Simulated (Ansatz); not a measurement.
Spinel MgAl2O4 was calculated with PBEsol (Ansatz, a first-principles code, PAW).

Numerical settings: plane-wave cutoff 520 eV, 8×8×8 k mesh, Fermi–Dirac smearing 0.01 eV, scalar-relativistic PAW data made under PBE.

Properties against volume:

Shape and atoms are relaxed at each volume.

```csv
V (Å³/atom),P (GPa),direct gap at Γ (eV),smallest gap on the k mesh (eV)
9.131,8.42,5.610,5.597
9.321,4.00,5.411,5.398
9.511,0.00,5.219,5.205
9.701,-3.61,5.034,5.020
9.892,-6.87,4.856,4.841
```

A straight line through the gaps at Γ against ln V gives a volume deformation potential dE_g(Γ)/d ln V of -9.4 eV: the gap at Γ widens under compression.

Measured, for comparison: band gap 7.8 eV (temperature not stated, not corrected to a static lattice; as tabulated in Neo et al. (2023), doi:10.1002/gch2.202200236).
